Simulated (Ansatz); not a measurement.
# BN: the cell at several levels of theory, part 1 of 2

How does the equilibrium cell of BN built on the wurtzite prototype depend on the functional? It is relaxed with PBE and r2SCAN.

The runs shown are made with Ansatz 0.2.0. PAW datasets, plane waves, zero pressure. Spin-unpolarised throughout; all numbers are computed.

### 1 Starting point

This is the cell as the run starts from it, not yet at rest; its lengths are not the crystal's.

It is hexagonal, P6_3mc (No. 186); a = 2.384 Å, c = 3.893 Å in the conventional setting, 4.79 Å³ an atom. B has 4 N at 1.46 Å; N has 4 B at 1.46 Å.

Coordinates:

```xyz
4
Lattice="2.3842 0.0000 0.0000 -1.1921 2.0648 0.0000 0.0000 0.0000 3.8933" Properties=species:S:1:pos:R:3 pbc="T T T"
B     0.0000    1.3765    0.0000
B     1.1921    0.6883    1.9467
N     0.0000    1.3765    1.4600
N     1.1921    0.6883    3.4067
```

### 2 Relaxation with PBE

The input, input.yaml:

```yaml
crystal:
  lattice:
    - [2.3841700163, 0.0, 0.0]
    - [-1.1920850082, 2.0647518011, 0.0]
    - [0.0, 0.0, 3.8933496366]
  atoms:
    - { symbol: B, position: [0.3333333333, 0.6666666667, 0.0] }
    - { symbol: B, position: [0.6666666667, 0.3333333333, 0.5] }
    - { symbol: "N", position: [0.3333333333, 0.6666666667, 0.375] }
    - { symbol: "N", position: [0.6666666667, 0.3333333333, 0.875] }
kpoints:
  mp_grid: { grid: [12, 12, 6] }
hamiltonian:
  xc: pbe
scf:
  occupations: { method: fermi_dirac, width: 0.02 }
relax:
  f_tol: 0.005
  cell: {}
output:
  write_density: true
  write_potential: true
  elf: true
  volumetric_format: npy
```

On the command line:

```sh
> ansatz run input.yaml --threads 2 --pin off --max-ram 2211MiB --backend cpu --events-out ev --progress --plain --runs-dir out
```

The program printed:

```text
Warning: RAYON_NUM_THREADS=2 ignored (pool sized by the plan → 2); use --threads N
Engine: ansatz 0.2.0, aarch64-unknown-linux-gnu
Pseudopotentials: kind: paw
Pseudopotential: B, paw, valence charge 3, recommended cutoff 420 eV (normal), B.paw.azcp
Pseudopotential: N, paw, valence charge 5, recommended cutoff 420 eV (normal), N.paw.azcp
Functional definition: PBE
  parameter kappa = 0.804
  parameter beta = 0.06672455060314922
  exchange = pbe_x(kappa = kappa, mu = beta*pi^2/3)
  correlation = pbe_c(beta = beta)
Crystal: 4 atoms, lattice volume = 19.166 Å³
Basis set: ecut = 420 eV, 373 PW (Γ), exchange–correlation on 32×32×54 points (8 copies of the dense FFT grid, shifted against one another)
Bands: 12, of which v1, the nominal top of the filled ones, is band 8 counted from 1 (7 counted from 0)
Symmetry: 12 space group operations
Space group: P63mc (ITA 186), of the structure as read, at distance tolerance 2.7e-5 Å
k-points: 76 of 864 (time reversal used)
Non-local potential: B, projectors of the file, l = 0: 2, l = 1: 2, l = 2: 1
Non-local potential: N, projectors of the file, l = 0: 2, l = 1: 2, l = 2: 1
PAW form: soft (Blöchl's): semilocal exchange-correlation on the pseudo side does not see the compensation charge
PAW one-centre angular grid: B, 110 points (default); XC on 64 Gauss nodes
PAW one-centre angular grid: N, 110 points (default); XC on 64 Gauss nodes
Initial density: superposition of atomic densities (neutral atoms: chi_scale 0, normalization atom), corrected by the library's trained network
Initial wavefunctions: pseudopotential atomic-orbital guess
Functional: x = pbe(κ = 0.804, μ = 0.2195149727645171), c = pbe(β = 0.06672455060314922)
SCF iter   1: F=—  HF=-1082.960094 eV  |F-HF|=—  |Δ(HF+E_count)|=         —  Δρ=9.12e-3  dr2=7.53e-3  ethr=1.77e-3  ⟨swp⟩=5.4  Hψ=5367  notcnv=0
preconditioner: auto → none  [insulator: Δε(μ)=4.812 eV  Ē_g=20.097 eV  σ=0.020 eV  W_gap=1.00  n_scr=2 (ndim 8)  ℏωp=33.9 eV  f_vac=0.000  D(μ)=0.00/eV (n_scr^D=0)  ε∞_Penn≈3.8]
SCF iter   2: F=—  HF=-1082.960093 eV  |F-HF|=—  |Δ(HF+E_count)|=   5.23e-7  Δρ=3.45e-3  dr2=9.23e-4  ethr=4.71e-5  ⟨swp⟩=3.0  Hψ=2325  notcnv=0
SCF iter   3: F=—  HF=-1082.960855 eV  |F-HF|=—  |Δ(HF+E_count)|=   7.62e-4  Δρ=1.27e-3  dr2=1.01e-4  ethr=5.77e-6  ⟨swp⟩=2.4  Hψ=1722  notcnv=0
SCF iter   4: F=—  HF=-1082.961007 eV  |F-HF|=—  |Δ(HF+E_count)|=   1.52e-4  Δρ=1.75e-4  dr2=2.81e-6  ethr=6.34e-7  ⟨swp⟩=2.0  Hψ=1506  notcnv=0
SCF iter   5: F=—  HF=-1082.961000 eV  |F-HF|=—  |Δ(HF+E_count)|=   6.21e-6  Δρ=1.71e-5  dr2=1.99e-8  ethr=1.75e-8  ⟨swp⟩=2.1  Hψ=1467  notcnv=0
SCF iter   6: F=-1082.961000 eV  HF=-1082.961000 eV  |F-HF|=1.28e-9  |Δ(HF+E_count)|=   4.89e-8  Δρ=2.71e-6  dr2=4.45e-10  ethr=1.24e-10  ⟨swp⟩=5.1  Hψ=4990  notcnv=0
SCF 1 converged in 6 iterations: F = -1082.961000 eV  dr2 = 4.45e-10
relax step   1: F+E_penalty+E_count = -1082.96100035 eV  Δ(F+E_penalty+E_count) = +0.000e0 eV  max|allowed force component| = 6.350e-2 eV/Å  Δτ_max = 0.0000 Å  P = +122.016 GPa  Ω = 19.166 Å³  (6 SCF iters, dr2 threshold 1.00e-7 eV, accepted)
Crystal: 4 atoms, lattice volume = 21.436 Å³
Basis set: ecut = 420 eV, 391 PW (Γ), exchange–correlation on 32×32×54 points (8 copies of the dense FFT grid, shifted against one another)
Initial density: handed on by an earlier stage of this run
Initial wavefunctions: those handed on with the density
iter 1 solved again at ethr=1.32e-3 eV; its pass at ethr=3.10e-3 eV (dr2=2.11e-1 eV) is discarded
SCF iter   1: F=—  HF=-1084.170279 eV  |F-HF|=—  |Δ(HF+E_count)|=         —  Δρ=3.45e-2  dr2=2.10e-1  ethr=1.32e-3  ⟨swp⟩=1.0  Hψ=6981  notcnv=0
preconditioner: auto → none  [insulator: Δε(μ)=4.750 eV  Ē_g=18.705 eV  σ=0.020 eV  W_gap=1.00  n_scr=2 (ndim 8)  ℏωp=32.1 eV  f_vac=0.000  D(μ)=0.00/eV (n_scr^D=0)  ε∞_Penn≈3.9]
SCF iter   2: F=—  HF=-1084.117949 eV  |F-HF|=—  |Δ(HF+E_count)|=   5.23e-2  Δρ=1.18e-2  dr2=2.16e-2  ethr=1.31e-3  ⟨swp⟩=2.0  Hψ=1680  notcnv=0
SCF iter   3: F=—  HF=-1084.114901 eV  |F-HF|=—  |Δ(HF+E_count)|=   3.05e-3  Δρ=3.99e-3  dr2=2.81e-3  ethr=1.35e-4  ⟨swp⟩=2.7  Hψ=1729  notcnv=0
SCF iter   4: F=—  HF=-1084.114969 eV  |F-HF|=—  |Δ(HF+E_count)|=   6.81e-5  Δρ=6.52e-4  dr2=3.03e-5  ethr=1.76e-5  ⟨swp⟩=2.8  Hψ=1822  notcnv=0
SCF iter   5: F=—  HF=-1084.114977 eV  |F-HF|=—  |Δ(HF+E_count)|=   7.57e-6  Δρ=3.64e-5  dr2=2.21e-7  ethr=2.50e-9  ⟨swp⟩=7.0  Hψ=5869  notcnv=0
SCF iter   6: F=-1084.114977 eV  HF=-1084.114977 eV  |F-HF|=5.09e-9  |Δ(HF+E_count)|=   5.39e-8  Δρ=5.83e-6  dr2=2.56e-9  ethr=1.38e-9  ⟨swp⟩=5.4  Hψ=5119  notcnv=0
SCF 2 converged in 6 iterations: F = -1084.114977 eV  dr2 = 2.56e-9
relax step   2: F+E_penalty+E_count = -1084.11497686 eV  Δ(F+E_penalty+E_count) = -1.154e0 eV  max|allowed force component| = 1.930e-2 eV/Å  Δτ_max = 0.0022 Å  P = +46.943 GPa  Ω = 21.436 Å³  energy of the carried Pulay correction = -1.402e-2 eV  (6 SCF iters, dr2 threshold 4.00e-7 eV, accepted)
Crystal: 4 atoms, lattice volume = 23.159 Å³
Basis set: ecut = 420 eV, 463 PW (Γ), exchange–correlation on 32×32×54 points (8 copies of the dense FFT grid, shifted against one another)
iter 1 solved again at ethr=5.49e-4 eV; its pass at ethr=3.10e-3 eV (dr2=8.79e-2 eV) is discarded
SCF iter   1: F=—  HF=-1084.413940 eV  |F-HF|=—  |Δ(HF+E_count)|=         —  Δρ=2.09e-2  dr2=8.64e-2  ethr=5.49e-4  ⟨swp⟩=1.0  Hψ=6811  notcnv=0
preconditioner: auto → none  [insulator: Δε(μ)=5.003 eV  Ē_g=17.832 eV  σ=0.020 eV  W_gap=1.00  n_scr=2 (ndim 8)  ℏωp=30.9 eV  f_vac=0.000  D(μ)=0.00/eV (n_scr^D=0)  ε∞_Penn≈4.0]
SCF iter   2: F=—  HF=-1084.392268 eV  |F-HF|=—  |Δ(HF+E_count)|=   2.17e-2  Δρ=7.53e-3  dr2=9.93e-3  ethr=5.40e-4  ⟨swp⟩=2.0  Hψ=1685  notcnv=0
SCF iter   3: F=—  HF=-1084.390676 eV  |F-HF|=—  |Δ(HF+E_count)|=   1.59e-3  Δρ=2.60e-3  dr2=1.38e-3  ethr=6.21e-5  ⟨swp⟩=2.6  Hψ=1724  notcnv=0
SCF iter   4: F=—  HF=-1084.390683 eV  |F-HF|=—  |Δ(HF+E_count)|=   7.13e-6  Δρ=4.05e-4  dr2=1.34e-5  ethr=8.60e-6  ⟨swp⟩=2.9  Hψ=1818  notcnv=0
SCF iter   5: F=—  HF=-1084.390671 eV  |F-HF|=—  |Δ(HF+E_count)|=   1.20e-5  Δρ=2.35e-5  dr2=9.63e-8  ethr=2.50e-9  ⟨swp⟩=6.7  Hψ=5718  notcnv=0
SCF iter   6: F=-1084.390671 eV  HF=-1084.390671 eV  |F-HF|=2.29e-9  |Δ(HF+E_count)|=   2.25e-8  Δρ=3.76e-6  dr2=1.29e-9  ethr=6.02e-10  ⟨swp⟩=5.1  Hψ=4986  notcnv=0
SCF 3 converged in 6 iterations: F = -1084.390671 eV  dr2 = 1.29e-9
relax step   3: F+E_penalty+E_count = -1084.39067149 eV  Δ(F+E_penalty+E_count) = -2.757e-1 eV  max|allowed force component| = 2.910e-2 eV/Å  Δτ_max = 0.0006 Å  P = +8.220 GPa  Ω = 23.159 Å³  energy of the carried Pulay correction = -2.367e-2 eV  (6 SCF iters, dr2 threshold 4.00e-7 eV, accepted)
[... from here on, the SCF cycles and remarks between the steps are left out ...]
relax step   4: F+E_penalty+E_count = -1084.39316783 eV  Δ(F+E_penalty+E_count) = -2.496e-3 eV  max|allowed force component| = 3.917e-1 eV/Å  Δτ_max = 0.0085 Å  P = +1.491 GPa  Ω = 23.535 Å³  energy of the carried Pulay correction = -2.568e-2 eV  (5 SCF iters, dr2 threshold 4.00e-7 eV, accepted)
relax step   5: F+E_penalty+E_count = -1084.40004370 eV  Δ(F+E_penalty+E_count) = -6.876e-3 eV  max|allowed force component| = 5.440e-2 eV/Å  Δτ_max = 0.0069 Å  P = +1.050 GPa  Ω = 23.546 Å³  energy of the carried Pulay correction = -2.573e-2 eV  (5 SCF iters, dr2 threshold 4.00e-7 eV, accepted)
relax step   6: F+E_penalty+E_count = -1084.40020525 eV  Δ(F+E_penalty+E_count) = -1.615e-4 eV  max|allowed force component| = 1.368e-3 eV/Å  Δτ_max = 0.0010 Å  P = -0.045 GPa  Ω = 23.607 Å³  energy of the carried Pulay correction = -2.605e-2 eV  (4 SCF iters, dr2 threshold 4.00e-7 eV, accepted)
relax step   7: F+E_penalty+E_count = -1084.40022347 eV  Δ(F+E_penalty+E_count) = -1.822e-5 eV  max|allowed force component| = 2.756e-4 eV/Å  Δτ_max = 0.0000 Å  P = +0.002 GPa  Ω = 23.604 Å³  energy of the carried Pulay correction = -2.604e-2 eV  (3 SCF iters, dr2 threshold 5.55e-8 eV, accepted)
relax step   8: F+E_penalty+E_count = -1084.47931710 eV  Δ(F+E_penalty+E_count) = -7.909e-2 eV  max|allowed force component| = 4.166e-3 eV/Å  Δτ_max = 0.0000 Å  P = +4.316 GPa  Ω = 23.604 Å³  stress off target by 4.72e0 GPa  SCF on the basis re-selected at this cell (its energy is not comparable with the rows above)  (6 SCF iters)
relax step   9: F+E_penalty+E_count = -1084.48119284 eV  Δ(F+E_penalty+E_count) = -1.876e-3 eV  max|allowed force component| = 1.691e-4 eV/Å  Δτ_max = 0.0002 Å  P = +0.324 GPa  Ω = 23.851 Å³  energy of the carried Pulay correction = -1.696e-3 eV  (4 SCF iters, dr2 threshold 4.00e-7 eV, accepted)
relax step  10: F+E_penalty+E_count = -1084.48106617 eV  Δ(F+E_penalty+E_count) = +1.267e-4 eV  max|allowed force component| = 3.914e-5 eV/Å  Δτ_max = 0.0000 Å  P = +0.001 GPa  Ω = 23.872 Å³  energy of the carried Pulay correction = -1.844e-3 eV  (3 SCF iters, dr2 threshold 2.80e-7 eV, accepted)
iter 1 solved again at ethr=3.20e-8 eV; its pass at ethr=3.10e-3 eV (dr2=5.12e-6 eV) is discarded
SCF iter   1: F=—  HF=-1084.482883 eV  |F-HF|=—  |Δ(HF+E_count)|=         —  Δρ=1.06e-4  dr2=4.71e-7  ethr=3.20e-8  ⟨swp⟩=3.0  Hψ=7929  notcnv=0
preconditioner: auto → none  [insulator: Δε(μ)=5.228 eV  Ē_g=17.529 eV  σ=0.020 eV  W_gap=1.00  n_scr=2 (ndim 8)  ℏωp=30.4 eV  f_vac=0.000  D(μ)=0.00/eV (n_scr^D=0)  ε∞_Penn≈4.0]
SCF iter   2: F=—  HF=-1084.482888 eV  |F-HF|=—  |Δ(HF+E_count)|=   4.38e-6  Δρ=5.21e-5  dr2=1.21e-7  ethr=2.95e-9  ⟨swp⟩=2.0  Hψ=1355  notcnv=0
SCF iter   3: F=—  HF=-1084.482888 eV  |F-HF|=—  |Δ(HF+E_count)|=   3.79e-7  Δρ=1.04e-5  dr2=1.94e-8  ethr=7.58e-10  ⟨swp⟩=2.3  Hψ=1486  notcnv=0
SCF iter   4: F=—  HF=-1084.482888 eV  |F-HF|=—  |Δ(HF+E_count)|=   5.49e-9  Δρ=1.19e-6  dr2=9.41e-11  ethr=1.21e-10  ⟨swp⟩=2.1  Hψ=1458  notcnv=0
SCF iter   5: F=-1084.482888 eV  HF=-1084.482888 eV  |F-HF|=5.46e-12  |Δ(HF+E_count)|=  2.03e-10  Δρ=2.15e-7  dr2=3.29e-12  ethr=1.00e-12  ⟨swp⟩=5.4  Hψ=3685  notcnv=0
SCF 11 converged in 5 iterations: F = -1084.482888 eV  dr2 = 3.29e-12
relax step  11: F+E_penalty+E_count = -1084.48288825 eV  Δ(F+E_penalty+E_count) = -1.822e-3 eV  max|allowed force component| = 6.850e-5 eV/Å  Δτ_max = 0.0000 Å  P = +0.036 GPa  Ω = 23.872 Å³  stress off target by 3.73e-2 GPa  SCF on the basis re-selected at this cell (its energy is not comparable with the rows above)  (5 SCF iters)
basis re-selected at this cell: Δ(F+E_penalty+E_count) = -1.822e-3 eV, ΔP = +0.035 GPa vs the last step (what re-selecting the basis moved, of the pressure what is left beyond the Pulay correction that the steps carried, after the strain that the cell walked since its last selection, with what the two solves' SCF thresholds leave and, on support functions, any second-order correction that the steps lacked; it is no measure of the basis error at this ecutwfc). This SCF's stress stands 3.73e-2 GPa from its target on what of the cell is left free (relax.cell.stress_tol is 5.00e-2 GPa) and its largest allowed force component is 6.85e-5 eV/Å (relax.f_tol is 5.00e-3 eV/Å): within both
SCF converged after 5 iterations
Free energy (F): -1084.482888 eV
Harris-Foulkes:  -1084.482888 eV  (|F-HF|=5.46e-12)
Internal energy: -1084.482888 eV  (E = F + TS)
E sigma→0 (E₀):  -1084.482888 eV
Fermi energy:    13.780569 eV
--- Per-component energies (eV) ---
  E_band       = 51.067674
  E_kinetic    = 370.165043
  E_local      = -354.533475  (includes V_loc(G=0)·N_el)
  E_nonlocal   = 113.043722
  E_hartree    = 99.648049
  E_xc         = -186.649191
  E_vxc        = -232.142656  (∫ρ·V_xc dr)
  E_paw        = -412.788258  (= ΣΔE_a)
  E_vpaw       = -44.761274  (= ΣTr[D̂ρ^β])
  E_aug_tail   = 0.000203  (compensation charges beyond the density's cutoff)
  E_ewald      = -713.368982
  E_smearing   = -0.000000  (= −TS)
  E_closure    = -0.000000  (closes the sum)
  Σ components = -1084.482888   (vs F -1084.482888, Δ=0.00e0)
--- Forces (eV/Å), atoms counted from 1 ---
  atom   1  B     -0.00000000    -0.00000000     0.00006832
  atom   2  B     -0.00000000     0.00000000     0.00006832
  atom   3  N     -0.00000000     0.00000000    -0.00006867
  atom   4  N      0.00000000    -0.00000000    -0.00006867
  max |Σ_I F_I| component: 6.89e-7 eV/Å
--- Stress (GPa, compression-positive) ---
        0.037256       0.000000       0.000000
        0.000000       0.037256       0.000000
        0.000000       0.000000       0.034966
  P = ⅓ Tr σ = 0.0365 GPa (0.365 kbar)
--- Band table (eV; the first three rows and the last of 76) ---
  k-point 0: bands = ["-9.1209", "-5.0113", "0.3471", "9.0645", "9.0645", "10.9069", "11.1667", "11.1667", "19.5127", "19.5127", "19.7249", "20.5666"]
  k-point 1: bands = ["-8.9560", "-5.5687", "1.1965", "9.1807", "9.1807", "10.0166", "10.9922", "10.9922", "19.7106", "19.7106", "20.0926", "20.5662"]
  k-point 2: bands = ["-8.4670", "-6.6480", "3.1307", "7.9472", "9.5125", "9.5125", "10.5476", "10.5476", "20.2596", "20.2596", "20.4859", "20.5688"]
  k-point 75: bands = ["-3.7314", "-3.7314", "2.3975", "2.3975", "3.5226", "3.5226", "8.1676", "8.1676", "20.4248", "20.4248", "21.3284", "21.3284"]
--- Relaxed structure (9 steps of the walk, 9 accepted, 2 SCFs on fresh bases) ---
  F+E_penalty+E_count = -1084.48288825 eV   max|allowed force component| = 6.850e-5 eV/Å   (the final SCF, on the basis selected at the relaxed cell)
  cell:  # Å, volume = 23.8719 Å³
    - [2.554433811263408, 3.0929099572880535e-11, -1.7158061237064005e-34]
    - [-1.2772169056584894, 2.212204572824551, 1.848524189278287e-34]
    - [-2.8019113999930833e-34, 1.867940933328722e-34, 4.22442703837429]
  atoms:
    - { symbol: B, position: [0.33333333333333337, 0.6666666666666666, 0.00018961672809770643] }
    - { symbol: B, position: [0.6666666666666666, 0.33333333333333326, 0.5001896167280978] }
    - { symbol: N, position: [0.33333333333333337, 0.6666666666666666, 0.37481038327190225] }
    - { symbol: N, position: [0.6666666666666666, 0.33333333333333326, 0.8748103832719026] }
```

It took 12 s on 2 threads of Arm Neoverse V1, shared host; peak memory 0.31 GiB.

Step by step:

| step | energy change (meV/atom) | largest force (eV/Å) | pressure (GPa) | volume (Å³/atom) |
| --- | --- | --- | --- | --- |
| 1 | 0.0 | 0.0635 | 122.02 | 4.791 |
| 2 | -288.5 | 0.0193 | 46.94 | 5.359 |
| 3 | -357.4 | 0.0291 | 8.22 | 5.790 |
| 4 | -358.0 | 0.3917 | 1.49 | 5.884 |
| 5 | -359.8 | 0.0544 | 1.05 | 5.887 |
| 6 | -359.8 | 0.0014 | -0.04 | 5.902 |
| 7 | -359.8 | 0.0003 | 0.00 | 5.901 |
| 8 | -379.6 | 0.0042 | 4.32 | 5.901 |
| 9 | -380.0 | 0.0002 | 0.32 | 5.963 |
| 10 | -380.0 | 0.0000 | 0.00 | 5.968 |
| 11 | -380.5 | 0.0001 | 0.04 | 5.968 |

Steps 8, 11 solve the same cell on a plane-wave basis chosen anew, so the energy can jump there without a move.

The table lists every geometry solved, with passes on a fresh basis, whose energies don't compare exactly with the rows above.

|  | before | after | change |
| --- | --- | --- | --- |
| a (Å) | 2.384 | 2.554 | +7.14 % |
| c (Å) | 3.893 | 4.224 | +8.50 % |
| volume (Å³/atom) | 4.791 | 5.968 | +24.55 % |
| shortest distance (Å) | 1.460 | 1.567 | +7.33 % |
| space group | P6_3mc | P6_3mc | same |

Density in a lattice plane of the grid's cell (edges 2.55 and 4.22 Å, at 0.333 of the third edge), which holds B and N.

Values in e/Å³, 12 rows by 8 columns:
```
0.84 0.49 0.55 1.14 2.63 3.57 3.43 2.07
0.66 0.34 0.40 0.94 2.45 3.58 3.36 1.87
0.37 0.19 0.22 0.53 1.36 2.30 2.03 1.02
0.26 0.15 0.17 0.34 0.74 1.15 1.03 0.58
0.35 0.27 0.28 0.41 0.62 0.72 0.70 0.55
0.64 0.59 0.60 0.69 0.69 0.34 0.47 0.72
0.84 0.92 0.92 0.85 0.78 0.60 0.65 0.79
0.66 0.81 0.80 0.63 0.49 0.42 0.43 0.51
0.37 0.48 0.47 0.35 0.24 0.19 0.20 0.26
0.26 0.31 0.31 0.24 0.19 0.17 0.17 0.20
0.35 0.32 0.33 0.37 0.44 0.51 0.49 0.41
0.64 0.46 0.49 0.77 1.33 1.87 1.72 1.10
```
Columns run along the first of these edges and rows up along the second, over one cell in 8 and 12 even steps from the bottom left corner. Atoms in the plane (fractional): B at (0.67, 0.50), N at (0.67, 0.87).

ELF in the same plane.

Ten even steps from '0' (0.02) to '9' (0.91):
```
86346898655799
85346887412589
74235786312478
63124677655787
41012578999886
20001368999975
10001247899864
22112334444443
54444442000124
77667753000046
88778874100258
88778875311368
77777765322356
66666543222235
45554321100112
23443210000001
12332111100011
22222233333333
53224567766766
75335788877888
```
Columns run along the first of these edges and rows up along the second, over one cell in 14 and 20 even steps from the bottom left corner. Atoms in the plane (fractional): B at (0.67, 0.50), N at (0.67, 0.87).

Both are smooth fields of the valence electrons: close to the nuclei they are not physical.

The highest ELF values outside the cores: 0.92 on the B–N line, 0.8 Å from B.

(Continued in part 2 of 2.)
